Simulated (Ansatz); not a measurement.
Lattice vibrations of BN at Γ at 8 GPa

Method: DFT PBE+D3(BJ), scalar-relativistic, plane waves, PAW (Ansatz). Cutoff 420 eV, 12×12×12 k-points (Γ-centred), fixed occupations. No spin polarisation. Phonons by linear response, acoustic sum rule imposed.

The cell, relaxed at 8 GPa:
```
B N
1.0
     1.24487    0.71873    2.89247
    -1.24487    0.71873    2.89247
     0.00000   -1.43746    2.89247
B N
1 1
Direct
  0.00027 0.00027 0.00027
  0.33217 0.33217 0.33217
```

Q: Is this structure stable against zone-centre distortions?

A: Yes, at Γ: no optical mode is imaginary. Strains and other wave vectors aren't tested by this run.

Q: List the optical modes at Γ without the LO field (i marks imaginary ones).

A:
```json
{"frequency (cm⁻¹)": "706", "degeneracy": "1", "IR intensity of the level ((D/Å)²/amu)": "3.76"}
{"frequency (cm⁻¹)": "1392", "degeneracy": "2", "IR intensity of the level ((D/Å)²/amu)": "54.45"}
```

This form isn't the usual stable structure of the compound at low pressure.

Cost: 1 run of about 0.6 core-minutes, on Arm Neoverse V2 (shared hosts).